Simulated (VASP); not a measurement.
# Li (Fm-3m) in VASP: density of states with PBE

Aim: the density of states of Li with PBE.

Everything below comes from runs of VASP 6.6.1. Logs are shortened: lines on timing, memory, paths and dates and some standing lists are left out, and cuts for length are marked.

**1. The crystal as given**

It takes space group Fm-3m (No. 225, cubic). The conventional cell has a = 4.325 Å, b = 4.325 Å, c = 4.325 Å, α = 90.00°, β = 90.00°, γ = 90.00°. Around Li (site symmetry m-3m) lie 12 Li at 3.06 Å.

The cell was built by a generator and needn't be a form met in nature.

**2. Density of states, PBE**

Input file POSCAR:

```
Li
1.0
    0.0000000000      2.1623735795      2.1623735795
    2.1623735795      0.0000000000      2.1623735795
    2.1623735795      2.1623735795      0.0000000000
Li
1
Direct
    0.0000000000      0.0000000000      0.0000000000
```

Input file INCAR.step1:

```
SYSTEM = Li
ALGO     = Fast           ! electronic algorithm
EDIFF    = 1E-6           ! SCF threshold, eV
ENCUT    = 520            ! plane-wave cutoff, eV
GGA      = PE             ! functional
ISIF     = 2              ! what is computed and relaxed
ISMEAR   = 0              ! smearing method
LASPH    = .TRUE.         ! aspherical terms in the spheres
LCHARG   = .TRUE.         ! write CHGCAR
LREAL    = .FALSE.        ! projectors in reciprocal space
LWAVE    = .FALSE.        ! write WAVECAR
NBANDS   = 8              ! bands
NELM     = 60             ! most SCF steps
PREC     = Accurate       ! precision mode
SIGMA    = 0.05           ! smearing width, eV
```

Input file KPOINTS.step1:

```
k-points
0
G
  16 16 16
  0 0 0
```

Input file INCAR.step2:

```
SYSTEM = Li
ALGO     = Fast           ! electronic algorithm
EDIFF    = 1E-6           ! SCF threshold, eV
ENCUT    = 520            ! plane-wave cutoff, eV
GGA      = PE             ! functional
ICHARG   = 11             ! starting density
ISIF     = 2              ! what is computed and relaxed
ISMEAR   = -5             ! smearing method
LASPH    = .TRUE.         ! aspherical terms in the spheres
LCHARG   = .FALSE.        ! write CHGCAR
LORBIT   = 11             ! projections on sites
LREAL    = .FALSE.        ! projectors in reciprocal space
LWAVE    = .FALSE.        ! write WAVECAR
NBANDS   = 8              ! bands
NEDOS    = 1001           ! points of the DOS
NELM     = 60             ! most SCF steps
PREC     = Accurate       ! precision mode
SIGMA    = 0.05           ! smearing width, eV
```

Input file KPOINTS.step2:

```
k-points
0
G
  24 24 24
  0 0 0
```

Potentials or basis: VASP PAW PBE potentials, release 64 (Li_sv).

Run with:

```sh
$ cat potpaw_PBE.64/Li_sv/POTCAR > POTCAR
$ cp INCAR.step1 INCAR
$ cp KPOINTS.step1 KPOINTS
$ mpirun -np 1 vasp_std > vasp.out
$ cp INCAR.step2 INCAR
$ cp KPOINTS.step2 KPOINTS
$ mpirun -np 1 vasp_std > vasp.out
```

OUTCAR:

```text
SYSTEM = Li
   EDIFF = 1E-6
   ENCUT = 520
   GGA = PE
   ICHARG = 11
   ISIF = 2
   ISMEAR = -5
   LASPH = .TRUE.
   LORBIT = 11
   LREAL = .FALSE.
   NELM = 60
   PREC = Accurate

 ion  position               nearest neighbor table
   1  0.000  0.000  0.000-

  LATTYP: Found a face centered cubic cell.
 ALAT       =     4.3247471590

  Lattice vectors:

 A1 = (   0.0000000000,   2.1623735795,   2.1623735795)
 A2 = (   2.1623735795,   0.0000000000,   2.1623735795)
 A3 = (   2.1623735795,   2.1623735795,   0.0000000000)

Analysis of symmetry for initial positions (statically):
=====================================================================
 Subroutine PRICEL returns:
 Original cell was already a primitive cell.

 Routine SETGRP: Setting up the symmetry group for a
 face centered cubic supercell.

 Subroutine GETGRP returns: Found 48 space group operations
 (whereof 48 operations were pure point group operations)
 out of a pool of 48 trial point group operations.

The static configuration has the point symmetry O_h .

Analysis of symmetry for dynamics (positions and initial velocities):
=====================================================================
 Subroutine PRICEL returns:
 Original cell was already a primitive cell.

 Routine SETGRP: Setting up the symmetry group for a
 face centered cubic supercell.

 Subroutine GETGRP returns: Found 48 space group operations
 (whereof 48 operations were pure point group operations)
 out of a pool of 48 trial point group operations.

The dynamic configuration has the point symmetry O_h .

 Subroutine INISYM returns: Found 48 space group operations
 (whereof 48 operations are pure point group operations),
 and found     1 'primitive' translations

----------------------------------------------------------------------------------------

                                     Primitive cell

  volume of cell :      20.2219

  direct lattice vectors                    reciprocal lattice vectors
     0.000000000  2.162373580  2.162373580    -0.231227390  0.231227390  0.231227390
     2.162373580  0.000000000  2.162373580     0.231227390 -0.231227390  0.231227390
     2.162373580  2.162373580  0.000000000     0.231227390  0.231227390 -0.231227390

  length of vectors
     3.058058043  3.058058043  3.058058043     0.400497588  0.400497588  0.400497588

  position of ions in fractional coordinates (direct lattice)
[... 79 lines left out ...]
   EDIFF  = 0.1E-05   stopping-criterion for ELM
   LREAL  =      F    real-space projection
   EDIFFG = 0.1E-04   stopping-criterion for IOM
   NSW    =      0    number of steps for IOM
   IBRION =     -1    ionic relax: 0-MD 1-quasi-New 2-CG
   NFREE  =      0    steps in history (QN), initial steepest desc. (CG)
   ISIF   =      2    stress and relaxation
   ISYM   =      2    0-nonsym 1-usesym 2-fastsym
   POTIM  = 0.5000    time-step for ionic-motion
   TEBEG  =    0.0;   TEEND  =   0.0 temperature during run
   PSTRESS=    0.0 pullay stress
   NELECT =       3.0000    total number of electrons
   NUPDOWN=      -1.0000    fix difference up-down
   EMIN   =  10.00;   EMAX   =-10.00  energy-range for DOS
   EFERMI =   0.00;   METHOD = LEGACY
   ISMEAR =    -5;   SIGMA  =   0.05  broadening in eV -4-tet -1-fermi 0-gaus
   EFERMI_NEDOS =   21; number of points for ismear=-14 and -15
   IALGO  =     68    algorithm
   IMIX   =      4    mixing-type and parameters
     AMIX     =   0.40;   BMIX     =  1.00
     AMIX_MAG =   1.60;   BMIX_MAG =  1.00
  volume/ion in A,a.u.               =      20.22       136.46
  Fermi-wavevector in a.u.,A,eV,Ry     =   0.866645  1.637721 10.218974  0.751073
  Thomas-Fermi vector in A             =   1.985064
   LORBIT       =     11    0 simple, 1 ext, 2 COOP (PROOUT), +10 PAW based schemes
   GGA     = PE    functional components
   LHFCALC =     F    Hartree Fock is set to
   AEXX    =    0.0000 exact exchange contribution
   IVDW    =     0    specifies the selected vdW correction
   LEPSILON=     F    determine dielectric tensor
   LRPA    =     F    only Hartree local field effects (RPA)
 non-spin polarized calculation
 RMM-DIIS sequential band-by-band and
 Fermi weights with tetrahedron method with Bloechl corrections
  energy-cutoff  :      520.00
  volume of cell :       20.22
 maximum number of plane-waves:       560

 number of electron       2.9999995 magnetization

 Free energy of the ion-electron system (eV)
  ---------------------------------------------------
  ext. energy  EPLUGINS =         0.00000000
  ---------------------------------------------------
  free energy    TOTEN  =        -1.90623077 eV

  energy without entropy =       -1.90623077  energy(sigma->0) =       -1.90623077

 E-fermi :   0.6316     XC(G=0):  -7.0502

 val. band max:        0.6282672346   @ k =   0.5000   0.0417   0.0000
 cond. band min:       0.6353250090   @ k =  -0.2917   0.2500   0.0417
 fundamental gap:      0.0070577744
 Fermi energy:         0.6316071749

 k-point     1 :       0.0000    0.0000    0.0000
  band No.  band energies     occupation
      1     -45.8954      2.00000
      2      -2.9322      2.00000
      3      15.0060      0.00000
      4      15.0061      0.00000
      5      15.0061      0.00000
      6      18.8937      0.00000
      7      18.8937      0.00000
      8      18.8937      0.00000
[... 243 lines left out ...]
 k-point    24 :       0.4583    0.0417    0.0000
  band No.  band energies     occupation
      1     -45.8778      2.00000
      2       0.3414      2.03497
      3       4.0159      0.00000
      4      12.9881      0.00000
      5      13.2819      0.00000
      6      16.3909      0.00000
      7      17.7382      0.00000
      8      18.9507      0.00000

 [... further k-points ...]
[... 5 lines left out ...]
  --------------------------------------------------------------------------------------
  -------------------------------------------------------------------------------------
  Total       -0.0071983     -0.0071983     -0.0071983      0.0000000     -0.0000000     -0.0000000
  in kB       -0.5703157     -0.5703157     -0.5703157      0.0000000     -0.0000000     -0.0000000
  external PRESSURE =      -0.5703157 kB  Pullay stress =       0.0000000 kB

 VOLUME and BASIS-vectors are now :
 -----------------------------------------------------------------------------
  energy-cutoff  :      520.00
  volume of cell :       20.22
      direct lattice vectors                 reciprocal lattice vectors
     0.000000000  2.162373580  2.162373580    -0.231227390  0.231227390  0.231227390
     2.162373580  0.000000000  2.162373580     0.231227390 -0.231227390  0.231227390
     2.162373580  2.162373580  0.000000000     0.231227390  0.231227390 -0.231227390

 POSITION                                       TOTAL-FORCE (eV/Angst)
 -----------------------------------------------------------------------------------
      0.00000      0.00000      0.00000         0.000000      0.000000      0.000000
 -----------------------------------------------------------------------------------
    total drift:                                0.000000      0.000000     -0.000000

  FREE ENERGIE OF THE ION-ELECTRON SYSTEM (eV)
  ---------------------------------------------------
  free  energy   TOTEN  =        -1.9062307722 eV

  energy  without entropy=       -1.9062307722  energy(sigma->0) =       -1.90623077

 total charge

# of ion       s       p       d       tot
------------------------------------------
    1        2.033   0.041   0.000   2.074
```

It took 25 s on 1 thread of Intel Xeon Platinum 8559C (Emerald Rapids), shared host; peak memory 0.16 GiB.

What came out:

```yaml
Valence_electrons_inside_the_program's_atomic_spheres: Li 2.07
```

Levels at points of the mesh, in eV from the Fermi level:
```
           k point  band 1  band 2  band 3  band 4  band 5  band 6
(0.00, 0.00, 0.00)  -46.53   -3.56   14.37   14.37   14.37   18.26
(0.50, 0.00, 0.00)  -46.51   -0.02    2.93   12.65   12.65   16.60
(0.50, 0.50, 0.00)  -46.50    1.53    4.72    8.45    8.45   10.64
```

States per cell in windows of 0.5 eV (zero at the Fermi level; states under -8 eV left out):
| from (eV) | total | Li1_p | Li1_s | Li1_d |
| --- | --- | --- | --- | --- |
| -8.0 | 0.00 | 0.00 | 0.00 | 0.00 |
| -7.5 | 0.00 | 0.00 | 0.00 | 0.00 |
| -7.0 | 0.00 | 0.00 | 0.00 | 0.00 |
| -6.5 | 0.00 | 0.00 | 0.00 | 0.00 |
| -6.0 | 0.00 | 0.00 | 0.00 | 0.00 |
| -5.5 | 0.00 | 0.00 | 0.00 | 0.00 |
| -5.0 | 0.00 | 0.00 | 0.00 | 0.00 |
| -4.5 | 0.00 | 0.00 | 0.00 | 0.00 |
| -4.0 | 0.00 | 0.00 | 0.00 | 0.00 |
| -3.5 | 0.06 | 0.00 | 0.01 | 0.00 |
| -3.0 | 0.10 | 0.00 | 0.01 | 0.00 |
| -2.5 | 0.12 | 0.00 | 0.01 | 0.00 |
| -2.0 | 0.15 | 0.00 | 0.01 | 0.00 |
| -1.5 | 0.17 | 0.01 | 0.01 | 0.00 |
| -1.0 | 0.19 | 0.01 | 0.01 | 0.00 |
| -0.5 | 0.23 | 0.02 | 0.01 | 0.00 |
| 0.0 | 0.25 | 0.02 | 0.01 | 0.00 |
| 0.5 | 0.22 | 0.02 | 0.00 | 0.00 |
| 1.0 | 0.17 | 0.02 | 0.00 | 0.00 |
| 1.5 | 0.19 | 0.02 | 0.00 | 0.00 |
| 2.0 | 0.12 | 0.01 | 0.00 | 0.00 |
| 2.5 | 0.04 | 0.01 | 0.00 | 0.00 |
| 3.0 | 0.30 | 0.02 | 0.02 | 0.00 |
| 3.5 | 0.28 | 0.03 | 0.01 | 0.00 |
| 4.0 | 0.22 | 0.02 | 0.01 | 0.00 |
| 4.5 | 0.23 | 0.02 | 0.01 | 0.00 |
| 5.0 | 0.20 | 0.02 | 0.00 | 0.00 |
| 5.5 | 0.20 | 0.03 | 0.00 | 0.00 |
| 6.0 | 0.24 | 0.03 | 0.01 | 0.00 |
| 6.5 | 0.26 | 0.03 | 0.01 | 0.00 |
| 7.0 | 0.25 | 0.03 | 0.01 | 0.00 |
| 7.5 | 0.24 | 0.04 | 0.01 | 0.00 |

Caveat: the cutoff is under 1.25 times the usual one of these potentials, so pressure, stress and relaxed cells hold a basis-set (Pulay) error; tetrahedron occupations give inexact forces and stress in metals.
